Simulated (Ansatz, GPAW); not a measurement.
## Hf: programs and potentials compared

```xyz
1
Lattice="0.0000 2.2200 2.2200 2.2200 0.0000 2.2200 2.2200 2.2200 0.0000" Properties=species:S:1:pos:R:3 pbc="T T T"
Hf    0.0000    0.0000    0.0000
```

This isn't the form of Hf at room conditions, which is hcp.

Alike in all runs: task single point; functional PBEsol; k mesh 10 × 10 × 10; occupations gaussian, width 0.02 eV; no spin polarisation; no spin-orbit coupling. Pressure is positive in compression and, in plane waves, holds the error of the finite cutoff, which Ansatz's Pulay term estimates and takes out.

```tsv
program and potentials	plane-wave cutoff (eV)	notes	band gap (eV)	pressure (GPa)
Ansatz, Ansatz PAW	420	potentials made for PBE, which Ansatz adapts in part; 26 valence electrons an atom on average	?	?
GPAW, PAW data sets generated for this functional	600	12 valence electrons an atom on average	no gap	-1.37
Ansatz, all-electron LAPW, scalar-relativistic	-	-	no gap	-1.79
```

Estimate from the other rows what the run with Ansatz, Ansatz PAW gave.

No band gap; pressure -1.81 GPa. Its pressure holds a Pulay term of +0.04 GPa. The other rows, which needn't bracket it: pressure -1.79 to -1.37.
